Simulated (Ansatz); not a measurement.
Runs of Ansatz 0.2.0 on BN. The structure is hexagonal, space group P6_3/mmc (No. 194). The conventional cell has a = 2.498 Å, b = 2.498 Å, c = 6.636 Å, α = 90.00°, β = 90.00°, γ = 120.00°. N (site symmetry -6m2) is surrounded by 3 B at 1.44 Å. Around B (site symmetry -6m2) lie 3 N at 1.44 Å. 

```tsv
task	level	cell	k mesh	smearing	points for each segment of the path	atoms under strain	gap on the mesh (eV)	pressure (GPa)	relaxed volume (Å³/atom)
band structure	PBEsol	as given	12 × 12 × 4	fermi-dirac 0.05 eV	14	-	4.19	2.1	-
relaxation of cell and atoms	PBEsol	relaxed	12 × 12 × 4	fermi-dirac 0.05 eV	-	-	4.27	0.0	9.53
relaxation of cell and atoms	revPBE+D3(BJ)	relaxed	12 × 12 × 4	fermi-dirac 0.05 eV	-	-	4.23	0.0	8.55
single point	PBE	as given	12 × 12 × 4	gaussian 0.03 eV	-	-	4.29	5.1	-
relaxation of cell and atoms	BLYP+D4	relaxed	12 × 12 × 4	fermi-dirac 0.05 eV	-	-	4.25	0.0	8.63
phonons	PBEsol	as given	9 × 9 × 3	fixed	-	-	4.34	-	-
elastic constants	PBE	as given	9 × 9 × 3	fixed	-	relaxed	4.43	5.1	-
single point	PBE	as given	12 × 12 × 4	gaussian 0.029 eV	-	-	4.29	5.1	-
relaxation of cell and atoms	BLYP+D3(BJ)	relaxed	12 × 12 × 4	fermi-dirac 0.05 eV	-	-	4.27	0.0	8.72
relaxation of cell and atoms	revPBE+D4	relaxed	12 × 12 × 4	fermi-dirac 0.05 eV	-	-	(a)	0.0	8.29
relaxation of cell and atoms	LDA	relaxed	12 × 12 × 4	fermi-dirac 0.05 eV	-	-	(b)	0.0	8.71
Born charges and dielectric tensor	PBE	as given	12 × 12 × 4	fixed	-	-	4.29	-	-
```

Alike in all rows: potentials or basis Ansatz PAW; no spin polarisation; cutoff (eV) 420.

Fill in the values left out.

(a) 4.18; (b) 4.07.

Caveats: the PAW data sets come from PBE, with cores solved anew for the run's functional, which leaves a small shift of forces and pressure (some runs); this functional lacks dispersion, which binds the layers, so the pressure and a relaxed spacing across them are unreliable (some runs); the plane-wave basis is chosen anew once the cell has moved, so the energies of steps on either side of that aren't comparable (some runs); odd divisions of the mesh miss points on the zone boundary, where band edges often lie, so the gap on the mesh can be too wide (some runs); the cell is more than 3 GPa from zero pressure, which shifts response properties (some runs).

A k mesh can miss the band edges.
